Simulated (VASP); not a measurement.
# Si (Fd-3m) in VASP: reference runs, part 2 of 2

VASP 6.6.1.

## 3. Single point, PBE (atoms moved at random, drawn with an rms of 0.05 Å)

INCAR reads:

```
SYSTEM = Si
PREC = Accurate
ENCUT = 520
EDIFF = 1E-7
ISMEAR = -1
SIGMA = 0.05
LREAL = .FALSE.
LASPH = .TRUE.
NELM = 80
ALGO = Normal
ISIF = 2
LWAVE = .FALSE.
LCHARG = .FALSE.
GGA = PE
NBANDS = 11
```

KPOINTS reads:

```
Automatic mesh
0
G
  8 8 8
  0 0 0
```

POSCAR reads:

```
Si
1.0
    0.0000000000      2.7218511865      2.7218511865
    2.7218511865      0.0000000000      2.7218511865
    2.7218511865      2.7218511865      0.0000000000
Si
2
Direct
    0.5093070000      0.4893590000      0.5031720000
    0.7438730000      0.7519100000      0.7438630000
```

Potentials or basis: VASP PAW PBE potentials, release 64 (Si).

Run with:

```
$ cat potpaw_PBE.64/Si/POTCAR > POTCAR
$ mpirun -np 1 vasp_std > vasp.out
```

OUTCAR:

```text
SYSTEM = Si
   PREC = Accurate
   ENCUT = 520
   EDIFF = 1E-7
   ISMEAR = -1
   LREAL = .FALSE.
   LASPH = .TRUE.
   NELM = 80
   ISIF = 2
   GGA = PE

 ion  position               nearest neighbor table
   1  0.509  0.489  0.503-   2 2.32   2 2.32   2 2.39   2 2.41
   2  0.744  0.752  0.744-   1 2.32   1 2.32   1 2.39   1 2.41

  LATTYP: Found a face centered cubic cell.
 ALAT       =     5.4437023730

  Lattice vectors:

 A1 = (   0.0000000000,   2.7218511865,   2.7218511865)
[... 766 lines left out ...]
      6       9.3520      0.00000
      7      10.3570      0.00000
      8      11.1908      0.00000
      9      14.8618      0.00000
     10      15.1199      0.00000
     11      15.5647      0.00000

 [... further k-points ...]
[... 5 lines left out ...]
  --------------------------------------------------------------------------------------
  -------------------------------------------------------------------------------------
  Total        0.3802268      0.3084730      0.3804931      0.0634327     -0.0742509      0.6481068
  in kB       15.1053268     12.2547530     15.1159067      2.5200011     -2.9497775     25.7474391
  external PRESSURE =      14.1586622 kB  Pullay stress =       0.0000000 kB

 VOLUME and BASIS-vectors are now :
 -----------------------------------------------------------------------------
  energy-cutoff  :      520.00
  volume of cell :       40.33
      direct lattice vectors                 reciprocal lattice vectors
     0.000000000  2.721851186  2.721851186    -0.183698507  0.183698507  0.183698507
     2.721851186  0.000000000  2.721851186     0.183698507 -0.183698507  0.183698507
     2.721851186  2.721851186  0.000000000     0.183698507  0.183698507 -0.183698507

 POSITION                                       TOTAL-FORCE (eV/Angst)
 -----------------------------------------------------------------------------------
      2.70152      2.75582      2.71822         0.099487     -0.893363     -0.084022
      4.07127      4.04940      4.07130        -0.099487      0.893363      0.084022
 -----------------------------------------------------------------------------------
    total drift:                                0.000000      0.000000     -0.000000

  FREE ENERGIE OF THE ION-ELECTRON SYSTEM (eV)
  ---------------------------------------------------
  free  energy   TOTEN  =       -10.8128285843 eV

  energy  without entropy=      -10.8125662035  energy(sigma->0) =      -10.81269739
```

OSZICAR:

```text
N       E                     dE             d eps       ncg     rms          rms(c)
DAV:   1     0.859434390882E+01    0.85943E+01   -0.33239E+03  5720   0.592E+02
DAV:   2    -0.104233355031E+02   -0.19018E+02   -0.18294E+02  7739   0.866E+01
DAV:   3    -0.109861004288E+02   -0.56276E+00   -0.56127E+00  7221   0.132E+01
DAV:   4    -0.109903837331E+02   -0.42833E-02   -0.42828E-02  6956   0.146E+00
DAV:   5    -0.109904258261E+02   -0.42093E-04   -0.42092E-04  7213   0.134E-01    0.485E+00
DAV:   6    -0.108675523323E+02    0.12287E+00   -0.69846E-02  6569   0.109E+00    0.295E+00
DAV:   7    -0.108113386593E+02    0.56214E-01   -0.13502E-01  6610   0.163E+00    0.180E-01
DAV:   8    -0.108126011660E+02   -0.12625E-02   -0.60491E-03  6641   0.422E-01    0.814E-02
DAV:   9    -0.108128017146E+02   -0.20055E-03   -0.19307E-04  7156   0.860E-02    0.607E-02
DAV:  10    -0.108128278597E+02   -0.26145E-04   -0.23401E-05  6780   0.275E-02    0.588E-03
DAV:  11    -0.108128283859E+02   -0.52617E-06   -0.21781E-06  7141   0.763E-03    0.339E-03
DAV:  12    -0.108128285623E+02   -0.17640E-06   -0.38404E-07  6543   0.387E-03    0.175E-03
DAV:  13    -0.108128285843E+02   -0.22020E-07   -0.10935E-08  4390   0.589E-04
   1 F= -.10812829E+02 E0= -.10812697E+02  d E =-.262381E-03
```

stdout:

```text
POSCAR found type information on POSCAR Si
 POSCAR found :  1 types and       2 ions
 scaLAPACK will be used
 LDA part: xc-table for (Slater+PW92), standard interpolation
 POSCAR, INCAR and KPOINTS ok, starting setup
 FFT: planning ... GRIDC
 FFT: planning ... GRID_SOFT
 FFT: planning ... GRID
 WAVECAR not read
 entering main loop
```

Run time: 2.1 min. Hardware: 1 thread of Intel Xeon Platinum 8375C at 2.90GHz (Ice Lake), shared host; peak memory 0.22 GiB.

What came out:

```
Free energy            : -10.8128 eV
Pressure               : 1.4 GPa
Largest force          : 0.903 eV/Å
Band gap on the k mesh : 0.23 eV, indirect (least direct gap 2.03 eV)
```

Forces on the atoms (eV/Å):
```
Si   0.099 -0.893 -0.084
Si  -0.099  0.893  0.084
```

Levels at points of the mesh, in eV from the valence-band top:
| k point | band 1 | band 2 | band 3 | band 4 | band 5 | band 6 | band 7 | band 8 | band 9 |
| --- | --- | --- | --- | --- | --- | --- | --- | --- | --- |
| (0.00, 0.00, 0.00) | -12.25 | -0.66 | -0.33 | 0.00 | 2.03 | 2.22 | 2.42 | 2.95 | 7.37 |
| (0.50, 0.00, 0.00) | -10.03 | -7.07 | -1.73 | -1.42 | 1.12 | 2.75 | 3.11 | 7.31 | 10.37 |
| (0.00, 0.50, 0.00) | -9.86 | -7.43 | -1.65 | -1.32 | 1.22 | 2.86 | 3.28 | 7.43 | 10.03 |
| (0.00, 0.00, 0.50) | -9.99 | -7.15 | -1.75 | -1.35 | 1.14 | 2.74 | 3.18 | 7.33 | 10.29 |
| (0.50, 0.50, 0.50) | -9.86 | -7.43 | -1.65 | -1.32 | 1.22 | 2.86 | 3.28 | 7.43 | 10.04 |
| (0.50, 0.50, 0.00) | -8.16 | -8.11 | -3.17 | -3.14 | 0.37 | 0.40 | 9.73 | 9.74 | 10.56 |
| (0.00, 0.50, 0.50) | -8.16 | -8.11 | -3.17 | -3.14 | 0.36 | 0.40 | 9.73 | 9.74 | 10.56 |
| (0.50, 0.00, 0.50) | -8.34 | -7.91 | -3.29 | -3.06 | 0.23 | 0.55 | 9.66 | 9.77 | 10.60 |

A k mesh can miss the band edges.

## 4. Equation of state, PBE, 18.95 Å³/atom (volume scaled by 0.94)

INCAR reads:

```
PREC = Accurate ; ENCUT = 520
EDIFF = 1E-7 ; ISMEAR = -1
SIGMA = 0.05 ; LREAL = F
LASPH = T ; NELM = 100
ALGO = Normal ; ISIF = 2
LWAVE = F ; LCHARG = F
GGA = PE ; NBANDS = 11
```

KPOINTS reads:

```
Automatic mesh
0
Gamma
  8 8 8
```

POSCAR reads:

```
Si
1.0
    0.0000000000      2.6662876123      2.6662876123
    2.6662876123      0.0000000000      2.6662876123
    2.6662876123      2.6662876123      0.0000000000
Si
2
Direct
    0.5000000000      0.5000000000      0.5000000000
    0.7500000000      0.7500000000      0.7500000000
```

Run with:

```
$ cat potpaw_PBE.64/Si/POTCAR > POTCAR
$ mpirun -np 1 vasp_std > vasp.out
```

It took 16 s on 1 thread of Intel Xeon Platinum 8375C at 2.90GHz (Ice Lake), shared host; peak memory 0.14 GiB.

The run converged. Its results:

| Property | Result |
| --- | --- |
| Free energy | -10.7771 eV |
| Pressure | 7.9 GPa |
| Band gap on the k mesh | 0.52 eV, indirect (least direct gap 2.59 eV) |

## 5. Equation of state, PBE, 19.36 Å³/atom (volume scaled by 0.96)

INCAR reads:

```
SYSTEM = Si
PREC = Accurate ; ENCUT = 520
EDIFF = 1E-7 ; ISMEAR = -1
SIGMA = 0.05 ; LREAL = .False.
LASPH = .True. ; NELM = 100
ALGO = Normal ; ISIF = 2
LWAVE = .False. ; LCHARG = .False.
GGA = PE ; NBANDS = 11
```

KPOINTS reads:

```
regular mesh
0
Gamma
  8 8 8
  0 0 0
```

POSCAR reads:

```
Si
1.0
    0.0000000000      2.6850649043      2.6850649043
    2.6850649043      0.0000000000      2.6850649043
    2.6850649043      2.6850649043      0.0000000000
Si
2
Direct
    0.5000000000      0.5000000000      0.5000000000
    0.7500000000      0.7500000000      0.7500000000
```

Run with:

```
$ cat potpaw_PBE.64/Si/POTCAR > POTCAR
$ mpirun -np 1 vasp_std > vasp.out
```

It took 15 s on 1 thread of Intel Xeon Platinum 8375C at 2.90GHz (Ice Lake), shared host; peak memory 0.15 GiB.

The run converged. Its results:

```
Free energy            : -10.8107 eV
Pressure               : 5.5 GPa
Band gap on the k mesh : 0.56 eV, indirect (least direct gap 2.58 eV)
```

## 6. Equation of state, PBE, 19.76 Å³/atom (volume scaled by 0.98)

INCAR reads:

```
SYSTEM = Si
ALGO = Normal ; EDIFF = 1E-7
ENCUT = 520 ; GGA = PE
ISIF = 2 ; ISMEAR = -1
LASPH = .True. ; LCHARG = .False.
LREAL = .False. ; LWAVE = .False.
NBANDS = 11 ; NELM = 60
PREC = Accurate ; SIGMA = 0.05
```

KPOINTS reads:

```
k-points
0
Gamma
  8 8 8
  0 0 0
```

POSCAR reads:

```
Si
1.0
    0.0000000000      2.7035831784      2.7035831784
    2.7035831784      0.0000000000      2.7035831784
    2.7035831784      2.7035831784      0.0000000000
Si
2
Direct
    0.5000000000      0.5000000000      0.5000000000
    0.7500000000      0.7500000000      0.7500000000
```

Potentials or basis: VASP PAW PBE potentials, release 64 (Si).

Run with:

```
$ cat potpaw_PBE.64/Si/POTCAR > POTCAR
$ mpirun -np 1 vasp_std > vasp.out
```

It took 19 s on 1 thread of Intel Xeon Platinum 8375C at 2.90GHz (Ice Lake), shared host; peak memory 0.14 GiB.

It converged, with:

| Quantity | Value |
| --- | --- |
| Free energy | -10.8326 eV |
| Pressure | 3.3 GPa |
| Band gap on the k mesh | 0.59 eV, indirect (least direct gap 2.57 eV) |

## 7. Equation of state, PBE, 20.57 Å³/atom (volume scaled by 1.02)

INCAR reads:

```
SYSTEM = Si
PREC = Accurate
ENCUT = 520
EDIFF = 1E-7
ISMEAR = -1
SIGMA = 0.05
LREAL = .False.
LASPH = .True.
NELM = 80
ALGO = Normal
ISIF = 2
LWAVE = .False.
LCHARG = .False.
GGA = PE
NBANDS = 11
```

KPOINTS reads:

```
regular mesh
0
Gamma
  8 8 8
  0 0 0
```

POSCAR reads:

```
Si
1.0
    0.0000000000      2.7398772164      2.7398772164
    2.7398772164      0.0000000000      2.7398772164
    2.7398772164      2.7398772164      0.0000000000
Si
2
Direct
    0.5000000000      0.5000000000      0.5000000000
    0.7500000000      0.7500000000      0.7500000000
```

Run with:

```
$ cat potpaw_PBE.64/Si/POTCAR > POTCAR
$ mpirun -np 1 vasp_std > vasp.out
```

It took 22 s on 1 thread of Intel Xeon Platinum 8375C at 2.90GHz (Ice Lake), shared host; peak memory 0.15 GiB.

The run converged. Its results:

- Free energy: -10.8457 eV
- Pressure: -0.5 GPa
- Band gap on the k mesh: 0.66 eV, indirect (least direct gap 2.55 eV)

## 8. Equation of state, PBE, 20.97 Å³/atom (volume scaled by 1.04)

INCAR is that of step 7.

KPOINTS is that of step 7.

POSCAR reads:

```
Si
1.0
    0.0000000000      2.7576691254      2.7576691254
    2.7576691254      0.0000000000      2.7576691254
    2.7576691254      2.7576691254      0.0000000000
Si
2
Direct
    0.5000000000      0.5000000000      0.5000000000
    0.7500000000      0.7500000000      0.7500000000
```

Run with:

```
$ cat potpaw_PBE.64/Si/POTCAR > POTCAR
$ mpirun -np 1 vasp_std > vasp.out
```

Wall time 17 s (1 thread of Intel Xeon Platinum 8375C at 2.90GHz (Ice Lake), shared host); peak memory 0.16 GiB.

It converged, with:

- Free energy: -10.8389 eV
- Pressure: -2.1 GPa
- Band gap on the k mesh: 0.69 eV, indirect (least direct gap 2.53 eV)

## 9. Equation of state, PBE, 21.37 Å³/atom (volume scaled by 1.06)

INCAR reads:

```
  ALGO = Normal
  EDIFF = 1E-7
  ENCUT = 520
  GGA = PE
  ISIF = 2
  ISMEAR = -1
  LASPH = True
  LCHARG = False
  LREAL = False
  LWAVE = False
  NBANDS = 11
  NELM = 100
  PREC = Accurate
  SIGMA = 0.05
```

KPOINTS reads:

```
k-points
0
Gamma
  8 8 8
```

POSCAR reads:

```
Si
1.0
    0.0000000000      2.7752343705      2.7752343705
    2.7752343705      0.0000000000      2.7752343705
    2.7752343705      2.7752343705      0.0000000000
Si
2
Direct
    0.5000000000      0.5000000000      0.5000000000
    0.7500000000      0.7500000000      0.7500000000
```

Potentials or basis: VASP PAW PBE potentials, release 64 (Si).

Run with:

```
$ cat potpaw_PBE.64/Si/POTCAR > POTCAR
$ mpirun -np 1 vasp_std > vasp.out
```

Run time: 23 s. Hardware: 1 thread of Intel Xeon Platinum 8375C at 2.90GHz (Ice Lake), shared host; peak memory 0.15 GiB.

Results (log left out):

```yaml
Free_energy: -10.8244 eV
Pressure: -3.6 GPa
Band_gap_on_the_k_mesh: 0.72 eV, indirect (least direct gap 2.45 eV)
```

## 10. Equation of state, PBE

Potentials or basis: VASP PAW PBE potentials, release 64 (Si).

This step only gathers the single runs of the series.

What came out:

* Equilibrium volume: 20.45 Å³/atom
* Bulk modulus: 89 GPa
* Pressure derivative of the bulk modulus: 4.3

Energy against volume, from the lowest point:
```tsv
volume (Å³/atom)	energy (meV/atom)
18.955	34.29
19.358	17.49
19.761	6.55
20.165	0.90
20.568	0.00
20.971	3.39
21.375	10.63
```

## 11. Summary

```csv
task,cell,gap on the mesh (eV),pressure (GPa)
single point,as given,0.63,1.3
single point,"atoms moved at random, drawn with an rms of 0.05 Å",0.23,1.4
equation of state,as given,-,-
```

Alike in all rows: level PBE; potentials or basis VASP PAW PBE potentials, release 64 (Si); no spin polarisation; k mesh 8 × 8 × 8; cutoff (eV) 520; smearing fermi-dirac 0.05 eV.

Absolute energies hang on the potentials; compare differences alone.
